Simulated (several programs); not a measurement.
GaAs (started from an entry of an open crystallographic database), relaxed with r2SCAN in Ansatz, was computed with several methods. It is cubic, F-43m (No. 216); conventional cell a = 5.666 Å, 22.74 Å³ an atom. Ga is surrounded by 4 As at 2.45 Å; As is surrounded by 4 Ga at 2.45 Å. Calculated for a static, non-magnetic cell.

```cif
data_structure
_symmetry_space_group_name_H-M 'P 1'
_symmetry_Int_Tables_number 1
_cell_length_a 4.0066
_cell_length_b 4.0066
_cell_length_c 4.0066
_cell_angle_alpha 60.000
_cell_angle_beta 60.000
_cell_angle_gamma 60.000
_cell_volume 45.48
loop_
_atom_site_label
_atom_site_type_symbol
_atom_site_fract_x
_atom_site_fract_y
_atom_site_fract_z
_atom_site_occupancy
Ga1 Ga 0.00000 0.00000 0.00000 1
As1 As 0.25000 0.25000 0.25000 1
```

Gaps and times are for a single point on this cell; volume and bulk modulus come from each method's own relaxation or energy curve at fixed shape. Times are rough, from shared hosts (AMD EPYC 7R13 Processor; Arm Neoverse V1; NVIDIA H100 80GB HBM3), and each method has its own mesh and cell size. A star marks a curve whose lowest point is an end point. PM6 (MOPAC), PM7 (MOPAC), GFN1-xTB (tblite), GFN2-xTB (tblite) treat a cluster of cells at its zone centre, which samples few k points: where these miss a band edge, the gap comes out too large for that reason alone. Gaps from k meshes are read at a limited set of points (mesh, symmetry points, PBE's band edges), so each method's own least gap may be somewhat smaller. Force fields have no electrons; where one was fitted to this phase, its volume and modulus reflect the fit. xTB and the PM methods were fitted mostly to molecules, and can miss a solid's gap by electronvolts. Minimal bases can be far off for gaps. Times of the plane-wave ladder aren't listed, since it ran on unlike processors and cards. GLLB-SC's gap includes the derivative discontinuity. G0W0 is at finite bands, cutoff and mesh. d marks a direct gap, i an indirect one (no mark: not told apart), a dash a value that wasn't computed or didn't pass its checks.

```csv
method,kind,gap (eV),own volume (Å³/atom),bulk modulus (GPa),atoms computed,processor time
PBEsol,semilocal,–,22.63,–,2,–
GaAs.bop.table (LAMMPS),force field,–,22.71,75,2,0.14 s
light PBE (260 eV and a coarse mesh),light plane-wave,0.40 d,–,–,2,1.1 s
LDA,semilocal,0.23 d,21.98,–,2,–
PBE,semilocal,0.47 d,23.70,59,2,–
PBE/single zeta (GPAW),small basis,0.44 d,–,–,2,4.8 s
GLLB-SC (GPAW),model potential,0.99,–,–,2,6 s
GFN1-xTB (tblite),tight binding,0.59,–,–,cluster,6.1 s
GFN2-xTB (tblite),tight binding,2.67,–,–,cluster,6.3 s
PBE/SZV (CP2K),small basis,0.73 d,24.77*,60*,2,6.4 s
PBE+SOC,semilocal,0.36 d,–,–,2,–
r2SCAN,semilocal,0.96 d,22.74,73,2,–
PM6 (MOPAC),semi-empirical,2.46,–,–,cluster,9.9 s
PM7 (MOPAC),semi-empirical,5.31,22.49,116,cluster,12 s
PBE/DZVP (CP2K),small basis,0.45 d,24.08,57,2,22 s
G0W0@LDA (140 eV screening cutoff),many-body,1.13,–,–,2,–
G0W0@r2SCAN (180 eV screening cutoff),many-body,1.43,–,–,2,–
LC-ωPBE,hybrid,5.65 d,–,–,2,–
G0W0@PBE (260 eV screening cutoff),many-body,1.03,–,–,2,–
PBE0,hybrid,1.95 d,–,–,2,–
HSE06,hybrid,1.36 d,22.94,–,2,–
Hartree-Fock,exact exchange,7.12 i,–,–,2,–
DDH-PBE0,hybrid,0.87 d,–,–,2,–
G0W0@HSE06 (180 eV screening cutoff),many-body,1.64,–,–,2,–
G0W0@PBE0 (180 eV screening cutoff),many-body,1.80,–,–,2,–
HSE06+SOC,hybrid,1.30 d,–,–,2,–
```

Task: How far from the measured values lie the methods that can be set against them?

Result:
- Band gap, measured 1.418 eV: light PBE (260 eV and a coarse mesh) -1.02 eV, LDA -1.18 eV, PBE -0.95 eV, PBE/single zeta (GPAW) -0.97 eV, GLLB-SC (GPAW) -0.43 eV, GFN1-xTB (tblite) -0.83 eV, GFN2-xTB (tblite) +1.25 eV, PBE/SZV (CP2K) -0.69 eV, PBE+SOC -1.06 eV, r2SCAN -0.46 eV, PM6 (MOPAC) +1.04 eV, PM7 (MOPAC) +3.90 eV, PBE/DZVP (CP2K) -0.97 eV, G0W0@LDA (140 eV screening cutoff) -0.28 eV, G0W0@r2SCAN (180 eV screening cutoff) +0.02 eV, LC-ωPBE +4.23 eV, G0W0@PBE (260 eV screening cutoff) -0.38 eV, PBE0 +0.53 eV, HSE06 -0.05 eV, Hartree-Fock +5.71 eV, DDH-PBE0 -0.55 eV, G0W0@HSE06 (180 eV screening cutoff) +0.23 eV, G0W0@PBE0 (180 eV screening cutoff) +0.39 eV, HSE06+SOC -0.12 eV.
- Volume, measured 22.58 Å³ an atom: PBEsol +0.2 %, GaAs.bop.table (LAMMPS) +0.6 %, LDA -2.6 %, PBE +4.9 %, r2SCAN +0.7 %, PM7 (MOPAC) -0.4 %, PBE/DZVP (CP2K) +6.6 %, HSE06 +1.6 %.
The calculations are for a static lattice; samples hold vibrations, temperature and, in optical gaps, excitons. A measured value is shown where most reports agree with it, and only for the quantities listed. Sources: 1.418 eV (direct gap E0 at Gamma from PR; 300 K; “Evidence of valence band perturbations in GaAsN/GaAs(001): A combined variable-angle spectroscopic ellipsometry and modulated photoreflectance investigation”; 2008; arxiv:0805.2212); 22.58 Å³ an atom (from the lattice constants; cubic lattice constant, matched to the observed 002 substrate reflection; 300 K; “Implication of the double-gating mode in a hybrid photon counting detector for measurements of transient heat conduction in GaAs/AlAs superlattice structures”; literature value (Adachi 1985) used to index the observed 002 substrate peak; not an independent lattice refinement; 2023; pmc:10405594).

Only the rows marked +SOC include spin-orbit coupling.
